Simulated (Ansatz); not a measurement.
The calculation used Ansatz 0.2.0, DFT PBE, scalar-relativistic, plane waves, PAW. Settings: cutoff 420 eV, Γ-centred meshes spaced at most about 0.3 Å⁻¹, and about 0.25 Å⁻¹ or finer for metals (2π included), Gaussian smearing. No spin polarisation.

All energies are static (0 K, no zero-point motion).

Compare these two cells of BeSe2, each relaxed at this level.

A.

```cif
data_structure
_symmetry_space_group_name_H-M 'P6_3/mmc'
_symmetry_Int_Tables_number 194
_cell_length_a 3.5206
_cell_length_b 3.5206
_cell_length_c 10.7660
_cell_angle_alpha 90.000
_cell_angle_beta 90.000
_cell_angle_gamma 120.000
_cell_volume 115.56
loop_
_atom_site_label
_atom_site_type_symbol
_atom_site_symmetry_multiplicity
_atom_site_Wyckoff_symbol
_atom_site_fract_x
_atom_site_fract_y
_atom_site_fract_z
_atom_site_occupancy
Be1 Be 2 c 0.33333 0.66667 0.25000 1
Se1 Se 4 f 0.33333 0.66667 0.62963 1
```

B.

```cif
data_structure
_symmetry_space_group_name_H-M 'Pa-3'
_symmetry_Int_Tables_number 205
_cell_length_a 5.9397
_cell_length_b 5.9397
_cell_length_c 5.9397
_cell_angle_alpha 90.000
_cell_angle_beta 90.000
_cell_angle_gamma 90.000
_cell_volume 209.55
loop_
_atom_site_label
_atom_site_type_symbol
_atom_site_symmetry_multiplicity
_atom_site_Wyckoff_symbol
_atom_site_fract_x
_atom_site_fract_y
_atom_site_fract_z
_atom_site_occupancy
Be1 Be 4 a 0.50000 0.00000 0.50000 1
Se1 Se 8 c 0.61639 0.88361 0.11639 1
```

Question: Which would you expect to be lower, and how large is the difference?

Answer: B is lower, by 203 meV/atom. A has the 2H molybdenite type, space group P6_3/mmc (No. 194), 19.3 Å³/atom and no gap on its mesh; B has the pyrite type, space group Pa-3 (No. 205), 17.5 Å³/atom and a gap of 0.75 eV. A and B both hold Se–Se pairs. In A, around Be lie 6 Se at 2.41 Å; Se has 3 Be at 2.41 Å and 1 Se at 2.59 Å. In B, Be is surrounded by 6 Se at 2.48 Å; Se has 1 Se at 2.39 Å and 3 Be at 2.48 Å. Both come from invented guesses. The lowest form computed isn't among them: it has space group P4/nmm (No. 129), 26.1 Å³/atom and lies 128 meV/atom below the best shown.

No dispersion correction is applied, so the spacing and binding between layers, chains or molecules are poorly described (P6_3/mmc), and this can change margins and order among such cells. Kohn–Sham gaps at this level usually fall short of measured ones. Cells relaxed within their symmetry can be saddle points. Some structure types and database cells were kept out of the candidates from the start, so a known form may be missing.

The preference for pyrite probably comes from the selenium pairs rather than the Be–Se contacts, which are actually shorter in the less stable cell. At 2.39 Å the pair in B is close to a normal single bond, so the compound can be read as Be²⁺ and Se₂²⁻, with the pair's π* levels filled and its σ* level empty. That electron count fits the gap. In A the pair forms an edge of the trigonal prism and is stretched to 2.59 Å, a weakened bond. The lowered σ* level probably broadens into the filled states, consistent with the missing gap. Beryllium also lacks the d electrons that favour the prism in molybdenite.

Six neighbours are many for so small a cation, which usually prefers four. The much roomier P4/nmm form may relieve this, so pyrite is only the better of these two cells, not the predicted ground state. Whether any BeSe₂ form resists decomposition into BeSe and selenium remains untested.
